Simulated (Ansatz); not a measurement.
Relaxing Hf2Si

Method: DFT PBEsol, scalar-relativistic, plane waves, PAW (Ansatz 0.2.0). Settings: 420 eV cutoff, 10×10×10 k-mesh, Gaussian smearing of 0.10 eV, no spin polarisation.

What was changed: relaxed at 25 GPa.

Spin–orbit coupling is left out, which can shift energies with elements as heavy as these.

Other phases may be more stable at this pressure.

Command:

```bash
ansatz run input.yaml --threads 1 --pin off --max-ram 2560MiB --backend cpu --events-out ev --progress --plain --runs-dir out
```

Input:

```yaml
crystal:
  lattice:
    - [-3.110703195, 3.110703195, 2.4617560584]
    - [3.110703195, -3.110703195, 2.4617560584]
    - [3.110703195, 3.110703195, -2.4617560584]
  atoms:
    - { symbol: Hf, position: [0.8435490835, 0.6564509165, 0.5] }
    - { symbol: Hf, position: [0.3435490835, 0.8435490835, 0.187098167] }
    - { symbol: Hf, position: [0.1564509165, 0.3435490835, 0.5] }
    - { symbol: Hf, position: [0.6564509165, 0.1564509165, 0.812901833] }
    - { symbol: Si, position: [0.75, 0.75, 0.0] }
    - { symbol: Si, position: [0.25, 0.25, 0.0] }
basis:
  ecutwfc: 420
kpoints:
  mp_grid: { grid: [10, 10, 10] }
hamiltonian:
  xc: pbesol
scf:
  occupations: { method: gaussian, width: 0.1 }
output:
  forces: true
  stress: true
  eigenvalues: true
relax:
  adjacent_minimum: "off"
  f_tol: 0.008
  max_steps: 50
  cell: { stress_tol: 0.08, p_target: 25.0 }
```

F is the free energy. Steps run on the plane waves of an earlier cell, but the last one, and at times one on the way, on a freshly chosen basis, so a repeated geometry can differ a little in energy. The relaxation lowers the enthalpy F + PV at the target pressure, so F itself can rise.

Steps:

```tsv
step	F − F(1) (eV)	largest force component (eV/Å)	V (Å³/atom)	P (GPa)
1	0.0000	0.073	15.881	25.75
2	-0.0779	0.150	15.967	24.27
3	-0.0389	0.016	15.920	25.09
4	-0.0440	0.000	15.926	24.99
5	-0.0441	0.000	15.926	24.99
```

Relaxed structure:

```
CELL_PARAMETERS angstrom
-3.11063 3.11063 2.46883
3.11063 -3.11063 2.46883
3.11063 3.11063 -2.46883
ATOMIC_POSITIONS crystal
Hf 0.84405 0.65595 0.50000
Hf 0.34405 0.84405 0.18811
Hf 0.15595 0.34405 0.50000
Hf 0.65595 0.15595 0.81189
Si 0.75000 0.75000 0.00000
Si 0.25000 0.25000 0.00000
```

Symmetry: I4/mcm, No. 140, tetragonal system. Conventional cell: a = 6.221 Å, b = 6.221 Å, c = 4.938 Å, α = 90.00°, β = 90.00°, γ = 90.00°. Around Hf (site symmetry m2m) lie 4 Si at 2.65 Å and 3 Hf at 2.74 to 2.97 Å. Si (site symmetry 422) is surrounded by 2 Si at 2.47 Å and 8 Hf at 2.65 Å.

The run converged. The run took 2.6 min on 1 thread of AMD EPYC 7R43 64-Core Processor (Zen 3) (shared host), peak memory 0.76 GiB.